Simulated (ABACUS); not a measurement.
# Fe (P6_3/mmc) in ABACUS: further runs

Runs on Fe. Level: PBE. Tasks: band structure, equation of state.

Program: ABACUS 3.10.1. These are calculated values, not measurements. Logs are shortened: lines on timing, memory, paths and dates and some standing lists are left out, and cuts for length are marked.

**1. The crystal as given**

Symmetry: P6_3/mmc, No. 194, hexagonal system. The conventional cell has a = 2.434 Å, b = 2.434 Å, c = 3.842 Å, α = 90.00°, β = 90.00°, γ = 120.00°. Fe (site symmetry -6m2) has 12 Fe at 2.38 to 2.43 Å as nearest neighbours.

This isn't the form of Fe at room conditions, which is bcc.

**2. Band structure, PBE, collinear spin, ferromagnetic start**

The input, INPUT:

```
INPUT_PARAMETERS
suffix              Fe
calculation         nscf
basis_type          lcao
pseudo_dir          ./
orbital_dir         ./
symmetry            -1
dft_functional      pbe
ecutwfc             119.0
pseudo_rcut         10
nspin               2
nbands              29
ks_solver           genelpa
smearing_method     fd
smearing_sigma      0.00367493
scf_thr             1e-07
scf_nmax            100
mixing_type         broyden
mixing_beta         0.4
init_chg            file
out_band            1
```

The input, STRU:

```
ATOMIC_SPECIES
Fe 55.8450 Fe.upf

NUMERICAL_ORBITAL
Fe_confined-atom_7au_3s2p2d1f.orb

LATTICE_CONSTANT
1.8897261246

LATTICE_VECTORS
2.4341575853 0.0000000000 0.0000000000
-1.2170787927 2.1080423057 0.0000000000
0.0000000000 0.0000000000 3.8419344700

ATOMIC_POSITIONS
Direct

Fe
0.0
2
0.6666666667 0.3333333333 0.7500000000 1 1 1 mag 3
0.3333333333 0.6666666667 0.2500000000 1 1 1 mag 3
```

The input, KPT:

```
K_POINTS
12
Line
0.00000000 0.00000000 0.00000000 10 // G
0.50000000 0.00000000 0.00000000 10 // M
0.33333333 0.33333333 0.00000000 10 // K
0.00000000 0.00000000 0.00000000 10 // G
0.00000000 0.00000000 0.50000000 10 // A
0.50000000 0.00000000 0.50000000 10 // L
0.33333333 0.33333333 0.50000000 10 // H
0.00000000 0.00000000 0.50000000 1 // A
0.50000000 0.00000000 0.50000000 10 // L
0.50000000 0.00000000 0.00000000 1 // M
0.33333333 0.33333333 0.00000000 10 // K
0.33333333 0.33333333 0.50000000 1 // H
```

Potentials or basis: PseudoDojo NC SR 0.5 PBE stringent, DZP LCAO (the cutoffs set its grid).

The run is started by

```
$ OMP_NUM_THREADS=1 mpirun -np 4 abacus > log
```

running log:

```text
ABACUS v3.10.1

               Atomic-orbital Based Ab-initio Computation at UStc

 ------------------------------------------------------------------------------------

 READING GENERAL INFORMATION
                           global_out_dir = OUT.Fe/
                           global_in_card = INPUT
                               pseudo_dir = ./
                              orbital_dir = ./
                                    DSIZE = 4
                                    GSIZE = 1

 READING UNITCELL INFORMATION
                                    ntype = 1
                  lattice constant (Bohr) = 1.88973
              lattice constant (Angstrom) = 1

 READING ATOM TYPE 1
                               atom label = Fe
                      L=0, number of zeta = 3
                      L=1, number of zeta = 2
                      L=2, number of zeta = 2
                      L=3, number of zeta = 1
             number of atom for this type = 2
               magnetization of element 1 = 3

                        TOTAL ATOM NUMBER = 2
DIRECT COORDINATES
    atom                   x                   y                   z     mag                  vx                  vy                  vz
taud_Fe1            0.6666666667        0.3333333333        0.7500000000  3.0000        0.0000000000        0.0000000000        0.0000000000
taud_Fe2            0.3333333333        0.6666666667        0.2500000000  3.0000        0.0000000000        0.0000000000        0.0000000000

                          Volume (Bohr^3) = 133.038
                             Volume (A^3) = 19.7141

 Lattice vectors: (Cartesian coordinate: in unit of a_0)
             +2.43416                  +0                  +0
             -1.21708            +2.10804                  +0
                   +0                  +0            +3.84193
 Reciprocal vectors: (Cartesian coordinate: in unit of 2 pi/a_0)
             +0.41082           +0.237187                  -0
                   -0           +0.474374                  -0
                   +0                  -0           +0.260286
 The esolver type has been set to : ksdft_lcao

                PAO radial cut off (Bohr) = 10

 Read in pseudopotential file is Fe.upf
                     pseudopotential type = NC
          exchange-correlation functional = PBE
                 nonlocal core correction = 1
                        valence electrons = 16
                                     lmax = 2
                           number of zeta = 4
                     number of projectors = 6
                           L of projector = 0
                           L of projector = 0
                           L of projector = 1
                           L of projector = 1
                           L of projector = 2
                           L of projector = 2
     initial pseudo atomic orbital number = 20
[... 54 lines left out ...]
                                   nkstot = 93
K-POINTS DIRECT COORDINATES
 KPOINTS    DIRECT_X    DIRECT_Y    DIRECT_Z  WEIGHT
       1  0.00000000  0.00000000  0.00000000  1.0000
       2  0.05000000  0.00000000  0.00000000  1.0000
       3  0.10000000  0.00000000  0.00000000  1.0000
       4  0.15000000  0.00000000  0.00000000  1.0000
       5  0.20000000  0.00000000  0.00000000  1.0000
       6  0.25000000  0.00000000  0.00000000  1.0000
[... 22 lines left out ...]
      29  0.06666667  0.06666667  0.00000000  1.0000
      30  0.03333333  0.03333333  0.00000000  1.0000
[... 63 further k points ...]

           k-point number in this process = 93
       minimum distributed K point number = 93
                             nks(nspin=2) = 186
                          nkstot(nspin=2) = 186

[... K-POINTS CARTESIAN COORDINATES: 186 rows ...]

[... K-POINTS DIRECT COORDINATES: 186 rows ...]

 SETUP PLANE WAVES FOR WAVE FUNCTIONS
     energy cutoff for wavefunc (unit:Ry) = 119
              fft grid for wave functions = [ 32, 32, 54 ]
                    number of plane waves = 3801
                         number of sticks = 211

 PARALLEL PW FOR WAVE FUNCTIONS
     PROC   COLUMNS(POT)             PW
        1             51            951
        2             50            950
        3             52            950
        4             58            950
 --------------- sum -------------------
        4            211           3801

 SET NONLOCAL PSEUDOPOTENTIAL PROJECTORS
 max number of nonlocal projetors among all species is 6

 -------------------------------------------
 NONSELF-CONSISTENT
 -------------------------------------------

 SETUP SEARCHING RADIUS FOR PROGRAM TO SEARCH ADJACENT ATOMS
                  longest orb rcut (Bohr) = 7
   longest nonlocal projector rcut (Bohr) = 1.38
                     search radius (Bohr) = 16.8
              searching radius is (Bohr)) = 16.8
         searching radius unit is (Bohr)) = 1.89
                         PeriodicBoundary = 1
                        Radius(unit:lat0) = 8.87
                                   glayer = [ 6, 6, 4 ]
                             glayer_minus = [ 5, 5, 3 ]

Find the coordinate range of the input atom(unit:lat0).
                                  min_tau = [ -18.3, -9.84, -10.6 ]
                                  max_tau = [ 19.5, 11.9, 14.4 ]
                                BoxNumber = [ 11, 11, 7 ]

 SETUP EXTENDED REAL SPACE GRID FOR GRID INTEGRATION
                          real space grid = [ 32, 32, 54 ]
                 big cell numbers in grid = [ 8, 8, 27 ]
             meshcell numbers in big cell = [ 4, 4, 2 ]
                        extended fft grid = [ 15, 15, 27 ]
                dimension of extened grid = [ 39, 39, 82 ]
                            UnitCellTotal = 100
              Atom number in sub-FFT-grid = 2
    Local orbitals number in sub-FFT-grid = 52
                                ParaV.nnr = 76726
                                 init_chg = file
 try to read charge from file
 Read in the charge density: OUT.Fe//Fe-CHARGE-DENSITY.restart

 LCAO ALGORITHM --------------- ION=   1  ELEC=   1--------------------------------
[... levels at 186 k points of this process ...]

          total magnetism (Bohr mag/cell) = -2.12877e-06
       absolute magnetism (Bohr mag/cell) = 2.25816e-06
                        nelec for spin up = 16.0000
                      nelec for spin down = 16.0000

 Density error is 0.00000000000
----------------------------------------------------------
     Energy           Rydberg                 eV
----------------------------------------------------------
 E_KohnSham     -506.5298965831      -6891.6928008815
 E_KS(sigma->0) -506.5293806879      -6891.6857817672
 E_Harris       -506.5298965831      -6891.6928008815
 E_band         -24.5075924451       -333.4429015154
 E_one_elec     -185.4700695694      -2523.4497546004
 E_Hartree      116.5907342990       1586.2983204700
 E_xc           -72.7530414994       -989.8559112229
 E_Ewald        -364.8964880229      -4964.6714172996
 E_entropy(-TS) -0.0010317904        -0.0140382285
 E_descf        0.0000000000         0.0000000000
 E_exx          0.0000000000         0.0000000000
 E_Fermi        1.6108650031         21.9169427514
----------------------------------------------------------

 charge density convergence is achieved
 final etot is -6891.6928009 eV
 EFERMI = 21.916942751 eV

 STATE ENERGY(eV) AND OCCUPATIONS    NSPIN == 2
SPIN UP :
 1/93 kpoint (Cartesian) = 0.0000 0.0000 0.0000 (714 pws)
       1       -65.5451      0.0107527
       2       -65.3895      0.0107527
       3       -31.9280      0.0107527
       4       -31.3124      0.0107527
       5       -31.3124      0.0107527
       6       -31.2034      0.0107527
[... 176 lines left out ...]
      28        53.1362        0.00000
      29        53.8329        0.00000

[... levels at 180 further k points ...]

 --------------------------------------------
 !FINAL_ETOT_IS -6891.692800881467 eV
 --------------------------------------------

 Output bands in file: OUT.Fe/BANDS_1.dat

 Output bands in file: OUT.Fe/BANDS_2.dat
```

stdout:

```text
ABACUS v3.10.1

               Atomic-orbital Based Ab-initio Computation at UStc

%%%%%%%%%%%%%%%%%%%%%%%%%%%%%%%%%%%%%%%%%%%%%%%%%%%%%%%%%%%%%%%%%%%%%%%%%%%%%%%%%%%%%%%%%%%%%%%%%%%%%%%%%
[... 17 lines left out ...]
 Initial plane wave basis and FFT box
 ---------------------------------------------------------
 -------------------------------------------
 NONSELF-CONSISTENT :
 -------------------------------------------
 START CHARGE      : file
 ITER      TMAG       AMAG        ETOT/eV          EDIFF/eV         DRHO     TIME/s
 GE1     -2.13e-06   2.26e-06  -6.89169280e+03   0.00000000e+00   0.0000e+00   0.98
```

Wall time 1.3 s (4 MPI ranks of Intel Xeon 6975P-C (Granite Rapids), shared host); peak memory 0.44 GiB.

Levels at the corners of the path, in eV from the Fermi level:
Spin up:
```
point  band 12  band 13  band 14  band 15  band 16  band 17  band 18  band 19  band 20  band 21
    Γ    -1.71    -1.55    -1.21    -1.21    -0.86    -0.86     0.51     0.80     0.80     9.21
    M    -2.16    -2.03    -1.57    -1.08     0.91     1.15     1.20     2.82     5.03    11.54
    K    -3.41    -2.10    -2.10    -0.74     0.69     0.69     0.95     5.81     6.92     6.92
    Γ    -1.71    -1.55    -1.21    -1.21    -0.86    -0.86     0.51     0.80     0.80     9.21
    A    -2.16    -1.83    -1.83    -1.83    -1.83     0.39     0.39     0.39     0.39    17.54
    L    -3.29    -0.65    -0.65     0.12     0.12     1.06     1.06     2.55     2.55     9.59
    H    -3.46    -2.32    -2.32    -0.70    -0.70     0.82     0.82     7.20     7.20     9.01
    A    -2.16    -1.83    -1.83    -1.83    -1.83     0.39     0.39     0.39     0.39    17.54
    L    -3.29    -0.65    -0.65     0.12     0.12     1.06     1.06     2.55     2.55     9.59
    M    -2.16    -2.03    -1.57    -1.08     0.91     1.15     1.20     2.82     5.03    11.54
    K    -3.41    -2.10    -2.10    -0.74     0.69     0.69     0.95     5.81     6.92     6.92
    H    -3.46    -2.32    -2.32    -0.70    -0.70     0.82     0.82     7.20     7.20     9.01
```
Spin down:
```tsv
point	band 14	band 15	band 16	band 17	band 18	band 19
Γ	-1.21	-1.21	-0.86	-0.86	0.51	0.80
M	-1.57	-1.08	0.91	1.15	1.20	2.82
K	-2.10	-0.74	0.69	0.69	0.95	5.81
Γ	-1.21	-1.21	-0.86	-0.86	0.51	0.80
A	-1.83	-1.83	-1.83	0.39	0.39	0.39
L	-0.65	0.12	0.12	1.06	1.06	2.55
H	-2.32	-0.70	-0.70	0.82	0.82	7.20
A	-1.83	-1.83	-1.83	0.39	0.39	0.39
L	-0.65	0.12	0.12	1.06	1.06	2.55
M	-1.57	-1.08	0.91	1.15	1.20	2.82
K	-2.10	-0.74	0.69	0.69	0.95	5.81
H	-2.32	-0.70	-0.70	0.82	0.82	7.20
```

Caveat: the atomic orbitals were generated for these runs and aren't a published set; the starting moments collapsed, and a magnetic state may lie lower; the density is read from an earlier self-consistent run, whose mesh may be coarse; the basis of atomic orbitals isn't converged, which shifts pressures, moduli and gaps.

(Part 1 of 2 ends here.)
